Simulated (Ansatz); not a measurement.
The system is Si2Ni.

```
Ni Si
1.0
     0.00000    2.70300    2.70300
     2.70300    0.00000    2.70300
     2.70300    2.70300    0.00000
Ni Si
1 2
Direct
  0.00000 0.00000 0.00000
  0.75000 0.75000 0.75000
  0.25000 0.25000 0.25000
```

Base run:

| Property | Result |
| --- | --- |
| Program | Ansatz 0.2.0 |
| Functional | r2SCAN |
| Potentials or basis | Ansatz PAW |
| Cutoff | 500 eV (not typed: the program's choice for these potentials) |
| k mesh | 9 × 9 × 9 |
| Occupations | fermi-dirac, width 0.05 eV |
| Spin | collinear spin, ferromagnetic start |
| Starting moments | [1.0, 0.0, 0.0] μB |

Its results: band gap on the k mesh none (metal or under the smearing width); pressure -1.5 GPa; net moment 0.00 μB per cell.

Problem. The run is repeated on the same cell with these changes: functional from r2SCAN to LDA; cutoff from 500 eV (not typed: the program's choice for these potentials) to 420 eV (not typed: the program's choice for these potentials). What comes out?

Solution. Band gap on the k mesh none (metal or under the smearing width); pressure -4.3 GPa; net moment 0.00 μB per cell.

Caveats: the PAW data sets come from PBE, with cores solved anew for the run's functional, which leaves a small shift of forces and pressure; the starting moments weren't kept; the magnetic or orbital state may not be the lowest (some runs).
